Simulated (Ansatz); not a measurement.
Input and command of a plane-wave DFT calculation in Ansatz:

```yaml
crystal:
  lattice:
    - [0.0, 3.10885, 3.30115]
    - [3.10885, 0.0, 3.30115]
    - [3.10885, 3.10885, 0.0]
  atoms:
    - { symbol: Cd, position: [0.0, 0.0, 0.0] }
    - { symbol: Te, position: [0.75, 0.75, 0.75] }
basis:
  ecutwfc: 420
kpoints:
  mp_grid: { grid: [8, 8, 8] }
hamiltonian:
  xc: pbe
scf:
  occupations: { method: gaussian, width: 0.05 }
output:
  forces: true
  stress: true
  eigenvalues: true
```

```bash
ansatz run input.yaml --threads 1 --pin off --max-ram 2560MiB --backend cpu --events-out ev --progress --plain --runs-dir out
```

Processor: Intel(R) Xeon(R) Platinum 8488C (Sapphire Rapids), 1 thread, on a host shared with other jobs.

Q: How long does it run, and how much memory does it take?

A: About 4.3 s on 1 thread of Intel(R) Xeon(R) Platinum 8488C (Sapphire Rapids), with other jobs on the host, peak memory 0.45 GiB. It solves 22 bands at 59 k points (the mesh reduced by symmetry) with about 1267 plane waves, in 6 SCF iterations.
